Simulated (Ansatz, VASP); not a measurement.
## Cs in VASP and in Ansatz

INCAR

```
SYSTEM = Cs
ALGO = Fast
EDIFF = 1E-7
ENCUT = 520
GGA = PS
ISIF = 2
ISMEAR = -1
LASPH = .TRUE.
LCHARG = .TRUE.
LELF = .TRUE.
LREAL = .FALSE.
LVHAR = .TRUE.
LWAVE = .FALSE.
NBANDS = 10
NELM = 80
PREC = Accurate
SIGMA = 0.1
```

The input KPOINTS:

```
k-points
0
G
  8 8 8
  0 0 0
```

Contents of POSCAR:

```
Cs
1.0
    0.0000000000      3.9547191690      3.9547191690
    3.9547191690      0.0000000000      3.9547191690
    3.9547191690      3.9547191690      0.0000000000
Cs
1
Direct
    0.0000000000      0.0000000000      0.0000000000
```

Input for Ansatz:

```yaml
crystal:
  lattice:
    - [0.0, 3.954719169, 3.954719169]
    - [3.954719169, 0.0, 3.954719169]
    - [3.954719169, 3.954719169, 0.0]
  atoms:
    - { symbol: Cs, position: [0.0, 0.0, 0.0] }
hamiltonian:
  xc: pbesol
  pseudopotentials:
    kind: paw
    azcp:
      Cs: "pseudopotentials/Cs.paw.azcp"
basis:
  ecutwfc: 420
  fft_grid_basis: typed
kpoints:
  mp_grid: { grid: [8, 8, 8], shift: [0, 0, 0] }
magnetization:
  spin_polarized: false
scf:
  occupations: { method: fermi_dirac, width: 0.1 }
  lower_state_search: "off"
output:
  stress: true
```

Alike in both runs: task single point; functional PBEsol; k mesh 8 × 8 × 8; occupations fermi-dirac, width 0.1 eV; no spin polarisation.

```csv
,VASP,Ansatz
version,VASP 6.6.1,Ansatz 0.2.0
potentials or method,"VASP PAW PBE potentials, release 64 (Cs_sv)","plane waves (420 eV) with PAW, scalar-relativistic"
plane-wave cutoff (eV),520,420
valence electrons in the cell,9,9
```

```csv
,VASP,Ansatz,Ansatz less VASP
pressure (GPa),-0.2,-0.2,+0.01
```

Ansatz warned: «pseudo_functional_mismatch».

Caveats: the PAW data sets were made with another functional, which shifts forces and pressure a little (VASP). The runs have no spin-orbit coupling, so splittings on Cs are missing.
